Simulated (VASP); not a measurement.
Cd: single point with PBE

The system is Cd, a wire with vacuum.

```
Cd
1.0
    12.00000    0.00000    0.00000
     0.00000   12.80000    0.00000
     0.00000    0.00000    5.82765
Cd
6
Cartesian
  4.4926 5.5297 1.4569
  7.5074 5.5297 1.4569
  6.0000 8.1406 1.4569
  6.0000 4.6594 4.3707
  4.4926 7.2703 4.3707
  7.5074 7.2703 4.3707
```

- Program: VASP 6.6.1
- Task: single point
- Functional: PBE
- Potentials or basis: VASP PAW PBE potentials, release 64 (Cd)
- Cutoff: 520 eV
- k mesh: 1 × 1 × 6
- Occupations: gaussian, width 0.05 eV
- Spin: no spin polarisation
- Dipole correction: no
- Further INCAR settings: ALGO = Fast; EDIFF = 1e-07; NBANDS = 45

```json
{"Largest force": "0.300 eV/Å", "Band gap on the k mesh": "0.01 eV, direct"}
```

Forces on the atoms (eV/Å):
```
Cd  -0.257 -0.138  0.000
Cd   0.257 -0.138  0.000
Cd   0.000  0.300  0.000
Cd   0.000 -0.300  0.000
Cd  -0.257  0.138  0.000
Cd   0.257  0.138  0.000
```

Levels at points of the mesh, in eV from the valence-band top:
| k point | band 33 | band 34 | band 35 | band 36 | band 37 | band 38 | band 39 | band 40 |
| --- | --- | --- | --- | --- | --- | --- | --- | --- |
| (0.00, 0.00, 0.00) | -2.71 | -1.15 | -0.10 | 0.00 | 0.01 | 0.79 | 2.23 | 2.25 |
| (0.00, 0.00, 0.50) | -1.59 | -1.59 | -1.59 | -1.59 | 1.66 | 1.66 | 1.68 | 1.68 |

It took 3.7 min on 1 thread of Intel(R) Xeon(R) 6975P-C (Granite Rapids), with other jobs on the host, peak memory 0.79 GiB.

As with any semilocal functional, this PBE gap is likely too small.
